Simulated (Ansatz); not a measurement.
# All-electron card of Sb

```xyz
1
Lattice="3.1600 0.0000 0.0000 0.0000 3.1600 0.0000 0.0000 0.0000 3.1600" Properties=species:S:1:pos:R:3 pbc="T T T"
Sb    0.0000    0.0000    0.0000
```

The conventional cell has a = 3.160 Å, b = 3.160 Å, c = 3.160 Å, α = 90.00°, β = 90.00°, γ = 90.00°. Around Sb (atom 1) lie 6 Sb at 3.16 Å.

The cell is COD entry 9013008, as deposited and not checked against the literature; nothing was relaxed.

Spin–orbit coupling is left out, though it moves levels of the heavy atoms by tenths of an eV or more.

Theory: DFT, PBE, all-electron LAPW, scalar-relativistic (Ansatz 0.2.0).

The runs use a Γ-centred 13×13×13 k mesh, Fermi–Dirac smearing of 0.05 eV, basis error target 1 meV/atom, no spin polarisation.

```json
{"Pressure at this cell": "-2.50 GPa", "Band gap": "none: with an odd electron count and no spin polarisation the bands can't all be full, a metal in this set-up (spin order or a larger cell could open a gap)", "Density of states at the Fermi level (0.2 eV bin)": "0.55 states/eV per cell", "Volume per atom": "31.55 Å³"}
```
